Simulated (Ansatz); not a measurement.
# Ta2C under changes of volume

One of the cells (13.774 Å³/atom); the others are scaled copies at fixed shape and fractional positions:

```
Ta C
1.0
     3.10590    0.00000    0.00000
    -1.55295    2.68979    0.00000
     0.00000    0.00000    4.94640
Ta C
2 1
Direct
  0.66667 0.33333 0.74799
  0.33333 0.66667 0.25201
  0.00000 0.00000 0.00000
```

- Program: Ansatz 0.2.0
- Functional: LDA
- Potentials or basis: Ansatz PAW
- Cutoff: 420 eV (not typed: the program's choice for these potentials)
- k mesh: 10 × 10 × 6
- Occupations: fermi-dirac, width 0.05 eV
- Spin: no spin polarisation

```tsv
volume (Å³/atom)	energy over the lowest point (meV/atom)	pressure (GPa)	largest force (eV/Å)
12.948	12.81	10.6	0.457
13.223	0.71	3.6	0.243
13.499	0.00	-2.7	0.047
13.774	9.53	-8.3	0.134
14.050	28.27	-13.4	0.300
14.325	55.30	-18.0	0.454
14.601	?	?	?
```

What does the run at 14.601 Å³/atom give?

Energy over the lowest point 89.78 meV/atom; pressure -22.1 GPa; largest force 0.596 eV/Å.

Worked out: A Birch-Murnaghan fit of order 3 (a polynomial in V^(-2/3)) to the other rows has its minimum at 13.38 Å³/atom with B0 = V·E''(V) = 303 GPa and B' = 4.1 at fixed shape and positions, which overstates the stiffness. It gives 89.88 meV/atom at 14.601 Å³/atom, against the run's 89.78, and -dE/dV = -22.1 GPa, against -22.1.

Energies are extrapolated to zero smearing.

Caveats: the PAW data sets come from PBE, with cores solved anew for the run's functional, which leaves a small shift of forces and pressure.
